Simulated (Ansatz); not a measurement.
## NaBr: pressure series

Base system: NaBr in the rock salt structure (space group Fm-3m, No. 225; a = 6.036 Å).

Cell and atoms are relaxed at each pressure.

Calculations: plane-wave PAW DFT at the PBE level (Ansatz, a first-principles code, 420 eV), spin-orbit coupling left out.

Question: Only one of these has a direct gap. Which?
A. pressure 30 GPa
B. pressure 60 GPa
C. pressure −2 GPa
D. pressure 45 GPa

Answer: C, pressure −2 GPa. Computed: pressure 60 GPa: indirect, Γ → X; pressure 30 GPa: indirect, Γ → X; pressure −2 GPa: direct at Γ; pressure 45 GPa: indirect, Γ → X

Load acts through the strain it causes; cell and atoms are relaxed under it. Whether these cells are dynamically stable was not tested. No other phases were tried under pressure.
